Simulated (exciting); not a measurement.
This exciting (release sodium) run on In needs a look.

Contents of input.xml:

```xml
<input>
  <title>In</title>
  <structure speciespath="./" tshift="false">
    <crystal scale="6.3814283277">
      <basevect>-0.481348840112 0.481348840112 0.732534359776</basevect>
      <basevect>0.481348840112 -0.481348840112 0.732534359776</basevect>
      <basevect>0.481348840112 0.481348840112 -0.732534359776</basevect>
    </crystal>
    <species speciesfile="In.xml" rmt="2.3">
      <atom coord="0.000000000000 0.000000000000 0.000000000000"/>
    </species>
  </structure>
  <groundstate do="fromscratch" ngridk="11 11 11" rgkmax="9" gmaxvr="14" lmaxapw="10" lmaxmat="10" lmaxvr="8" xctype="LDA_PZ" stype="Methfessel-Paxton 1" swidth="0.00183747" nempty="8" ValenceRelativity="iora*" epsengy="1e-05" epspot="1e-05" maxscl="75" tforce="true" outputlevel="normal" mixer="lin" beta0="2" betadec="1"/>
</input>
```

Potentials or basis: all-electron LAPW+lo, shipped species files, valence relativity iora*.

Run with:

```console
$ OMP_NUM_THREADS=1 exciting_smp
```

INFO.OUT:

```text
================================================================================
EXCITING SODIUM started
All units are atomic (Hartree, Bohr, etc.)
================================================================================

********************************************************************************
* Ground-state run starting from atomic densities                              *
********************************************************************************

++++++++++++++++++++++++++++++++++++++++++++++++++++++++++++++++++++++++++++++++
+ Starting initialization                                                      +
[... 359 lines left out ...]
 Abs. change in max-nonIBS-force   (target) :   0.00000      ( 0.500000E-04)

++++++++++++++++++++++++++++++++++++++++++++++++++++++++++++++++++++++++++++++++
[... 24 further cycles ...]
+ SCF iteration number :   35                                                  +
++++++++++++++++++++++++++++++++++++++++++++++++++++++++++++++++++++++++++++++++
 Total energy                               :     -6929.45525358
 _______________________________________________________________
 Fermi energy                               :       -69.90686553
 Kinetic energy                             :     -4710.00192670
 Coulomb energy                             :     -2161.83417316
 Exchange energy                            :       -53.85740238
 Correlation energy                         :        -3.76175134
[... 242 lines left out ...]
++++++++++++++++++++++++++++++++++++++++++++++++++++++++++++++++++++++++++++++++
+ SCF iteration number :   44                                                  +
++++++++++++++++++++++++++++++++++++++++++++++++++++++++++++++++++++++++++++++++
```

**Question.** How did it end, and where is the flaw?

**Answer.** The calculation hadn't finished when its time ran out. The input holds a flaw that was put in on purpose: linear mixing far too strong (mixer = lin; beta0 = 2; betadec = 1).
